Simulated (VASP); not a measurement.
Set up this calculation in VASP 6.6.1, as the native input.

```yaml
Task: single point
Functional: PBEsol
Potentials_or_basis: VASP PAW PBE potentials, release 64 (C)
Cutoff: 520 eV
k_mesh: 13 × 13 × 13
Occupations: fermi-dirac, width 0.05 eV
Spin: no spin polarisation
Ladder: free
Further_INCAR_settings: ALGO = Normal; EDIFF = 1e-07; NBANDS = 11
```

The structure of C lies in POSCAR:

```
C
1.0
    0.0000000000      1.7833700000      1.7833700000
    1.7833700000      0.0000000000      1.7833700000
    1.7833700000      1.7833700000      0.0000000000
C
2
Direct
    0.7477760000      0.7530630000      0.7541630000
    0.4892810000      0.4986030000      0.4935990000
```

This isn't the form of C at room conditions, which is graphite.

The cell isn't the ideal one: atoms moved at random, drawn with an rms of 0.05 Å.

These files were run (other wordings do the same):

INCAR

```
PREC     = Accurate       # precision mode
ENCUT    = 520            # plane-wave cutoff, eV
EDIFF    = 1E-7           # SCF threshold, eV
ISMEAR   = -1             # smearing method
SIGMA    = 0.05           # smearing width, eV
LREAL    = False          # projectors in reciprocal space
LASPH    = True           # aspherical terms in the spheres
NELM     = 80             # most SCF steps
ALGO     = Normal         # electronic algorithm
ISIF     = 2              # what is computed and relaxed
LWAVE    = False          # write WAVECAR
LCHARG   = False          # write CHGCAR
GGA      = PS             # functional
NBANDS   = 11             # bands
```

KPOINTS

```
Automatic mesh
0
Gamma
  13 13 13
```

Potentials or basis: VASP PAW PBE potentials, release 64 (C).

Command:

```sh
$ cat potpaw_PBE.64/C/POTCAR > POTCAR
$ mpirun -np 1 vasp_std > vasp.out
```

Results of the run:

* Pressure: -3.0 GPa
* Largest force: 1.662 eV/Å
* Band gap on the k mesh: 3.11 eV, indirect (least direct gap 3.94 eV)

Caveat: the PAW data sets were made with another functional, which shifts forces and pressure a little; an odd mesh through Γ misses points on the zone boundary, where band edges often lie.

Wall time 97 s on 1 thread of Intel(R) Xeon(R) Platinum 8259CL CPU @ 2.50GHz (Skylake/Cascade Lake), with other jobs on the host, peak memory 0.22 GiB.
